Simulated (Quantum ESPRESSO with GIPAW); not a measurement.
# SnO2 (Cassiterite): NMR parameters from first principles

Aim: the magnetic shielding of every site in SnO2 (Cassiterite).

Solid-state NMR of this phase has given these values. 119Sn span 134 ppm, in “207Pb and 119Sn Solid-State NMR and Relativistic Density Functional Theory Studies of the Historic Pigment Lead−Tin Yellow Type I and Its Reactivity in Oil Pain” (Catalano et al., J. Phys. Chem. A 118, 7952, 2014). 119Sn span 136 ppm, in “Spin–orbit effects on the 119Sn magnetic-shielding tensor in solids: a ZORA/DFT investigation” (2016; doi:10.1039/c6cp03807g), quoting earlier work. The 119Sn shift is -605 ppm against Me4Sn, in “207Pb and 119Sn Solid-State NMR and Relativistic Density Functional Theory Studies of the Historic Pigment Lead−Tin Yellow Type I and Its Reactivity in Oil Pain” (Catalano et al., J. Phys. Chem. A 118, 7952, 2014).

Program: Quantum ESPRESSO with GIPAW 8.0dev (patched build). Level of theory: DFT, PBEsol, plane-wave PAW (pslibrary 1.0.0 recipes), scalar-relativistic, GIPAW; a patched development version of the program. Results are calculated unless marked as measured.

This is a report of a sequence of runs, with most program output left out.

## Step 1: Starting point

Symmetry: P4_2/mnm, No. 136, tetragonal system. The conventional cell has a = 4.738 Å, b = 4.738 Å, c = 3.187 Å, α = 90.00°, β = 90.00°, γ = 90.00°. Nearest to Sn lie 6 O at 2.05 to 2.06 Å. O has 3 Sn at 2.05 to 2.06 Å nearest. Farther neighbours and most contacts between anions are not listed.

The cell is an entry of the Crystallography Open Database.

This structure had its atoms relaxed beforehand (DFT, PBEsol, plane-wave PAW (pslibrary 1.0.0 recipes), Quantum ESPRESSO with GIPAW), starting from the database entry, since shieldings follow bond lengths closely.

## Step 2: Self-consistent run

GIPAW is a response on top of the ground state, so the wavefunctions come first. Their errors pass straight into the induced current, hence the tight threshold. No empty states are asked for: the response is solved without them. The mesh has a spacing of 0.15 Å⁻¹ at most. The PAW files were made with ld1.x from the pslibrary 1.0.0 recipes, with GIPAW reconstruction switched on.

Contents of scf.in:

```
&control
  calculation = 'scf'
  prefix = 'x'
  outdir = './tmp/'
  pseudo_dir = './'
/
&system
  ibrav = 0
  nat = 6
  ntyp = 2
  ecutwfc = 55
  ecutrho = 330
  nbnd = 26
/
&electrons
  conv_thr = 1.0d-10
  mixing_beta = 0.7
  electron_maxstep = 100
/
ATOMIC_SPECIES
  Sn 118.710 Sn.pbesol-dn-kjpaw_psl.1.0.0-gipaw.UPF
  O 15.999 O.pbesol-n-kjpaw_psl.1.0.0-gipaw.UPF
CELL_PARAMETERS angstrom
  4.73800000 0.00000000 0.00000000
  0.00000000 4.73800000 0.00000000
  0.00000000 0.00000000 3.18650000
ATOMIC_POSITIONS crystal
  Sn 0.50000000 0.50000000 0.50000000
  Sn 0.00000000 0.00000000 0.00000000
  O 0.80562934 0.19437066 0.50000000
  O 0.69437066 0.69437066 -0.00000000
  O 0.19437066 0.80562934 0.50000000
  O 0.30562934 0.30562934 -0.00000000
K_POINTS automatic
  9 9 14 0 0 0
```

Command:

```bash
$ mpirun -np 4 pw.x -nk 4 -in scf.in > scf.out
```

It took 2.8 min on 4 MPI ranks of Arm Neoverse V2, shared host; peak memory 0.75 GiB.

It converged in 30 cycles to an estimated accuracy of 3e-11 Ry, on 120 irreducible k-points.

## Step 3: GIPAW: job nmr

The job finds the current that a weak uniform field induces (applied as a long wave, q_gipaw) and the field that this current makes at each nucleus. On atoms with p or d valence electrons much of the paramagnetic part arises close to the nucleus, where the PAW partial waves rebuild the true states. pawproj makes the reconstruction use the PAW data sets' own projectors.

Contents of nmr.in:

```
&inputgipaw
  job = 'nmr'
  prefix = 'x'
  tmp_dir = './tmp/'
  restart_mode = 'from_scratch'
  verbosity = 'low'
  q_gipaw = 0.01
  spline_ps = .true.
  conv_threshold = 1.0d-11
  use_nmr_macroscopic_shape = .false.
  pawproj(1) = .true.
  pawproj(2) = .true.
/
```

Command:

```bash
$ mpirun -np 4 gipaw.x -in nmr.in > nmr.out
```

Run time: 23 min. Hardware: 4 MPI ranks; peak memory 0.34 GiB.

The f-sum rule is met to 0.0034 of 45.2 (0.008 %). Converged shieldings require that this miss be small, but a small miss does not prove them.

From the symmetric part of each tensor, with principal values σ11 ≤ σ22 ≤ σ33: σ_iso is their mean, the span is σ33 − σ11 and the skew 3(σ_iso − σ22)/span. (gipaw.x prints an anisotropy in another convention.)

```csv
site,atom no.,atoms in cell,σ_iso (ppm),span (ppm),skew
Sn,1,2,2968,118,0.75
O,3,4,107.5,97.1,-0.34
```

The macroscopic shape term is switched off. For a spherical sample the valence susceptibility of this run would add about 12 ppm to every site, a rough estimate, since the susceptibility converges slowly and lacks part of the PAW terms. Differences within the crystal don't depend on it, but shieldings of different compounds can't be compared to better than a few ppm without it.

In this run the largest span among the lighter atoms is that of O (site symmetry m2m), with principal values 53.6, 118.4 and 150.6 ppm.

17O also has a quadrupolar coupling here. It is not given: on PAW files the efg job of this gipaw.x leaves out the augmentation charge of neighbouring atoms and can miss by tens of per cent.

## Step 4: From shieldings to shifts

Covalently bonded atoms count as neighbours within 1.18 times the sum of their radii. Otherwise a cation's neighbours lie within 1.2 times its shortest bond (1.3 for large cations, each anion's radius taken off where they differ), and an anion's are the cations that count it.

```csv
site,atom no.,atoms in cell,surroundings,bonds (Å),σ_iso (ppm)
Sn,1,2,SnO6,2.05 to 2.06,2968
O,3,4,bound to Sn3,2.05 to 2.06,107.5
```

## Step 5: Calculated and measured

```
        quantity  site  measured  calculated  difference
119Sn span (ppm)    Sn       134       118.3       -15.7
119Sn span (ppm)    Sn       136       118.3       -17.7
```

Without a fitted line the measured shift still tests the calculation: for an exact theory σ + δ is one number for all compounds of a nucleus, up to the shape term, which is left out of σ and differs by some ppm between compounds.

```csv
"nucleus, site",σ_iso (ppm),measured δ (ppm),σ + δ (ppm),"σ + δ of other compounds, same level"
"119Sn, Sn",2968,-605,2363,"SnCl2 2477, SnH8N2Cl6 2114"
```

## Step 6: Results

```
119Sn shielding without shape term : 2968 ppm
17O shielding without shape term   : 107.5 ppm
```

In words: 119Sn has one site (SnO6), with isotropic shielding 2968 ppm (shape term left out). A shift needs a reference, δ = σ_ref − σ, fixed on measured compounds; for 119Sn of this kind at this level too few were at hand, or they scattered too widely about a line, so none is given. For 119Sn, σ + δ is 2363 ppm here and 2296 ppm on average over 2 other sites: with that reference and slope one the shift would be off by -68 ppm, but those sites themselves spread over 364 ppm, so no one reference serves this kind. No sound run at another cutoff or mesh is at hand, so convergence rests on the f-sum rule and on experience with these files. Spin-orbit coupling is missing, which matters for Sn and for the light atoms bound to such centres. The scalar-relativistic files are used with non-relativistic response operators, which weighs most on the heavy atoms' own shieldings. This build of gipaw.x prints that it is not audited and that its numbers are no references by themselves. It also reports spline_ps as false although the input sets it; why was not traced.

[Logs are printed without paths, hosts, clocks, repeated set-up lines and the standing remarks that a program may print on its own settings, such as how far it seeks lower states.]

[Hosts, paths, dates, database ids (printed as entryN), source tags and the programs' standing remarks are cut or masked in the printed files.]

[Where no reference line passes its bar on scatter, no shift is given, so a measured shift of this compound may stand uncompared.]
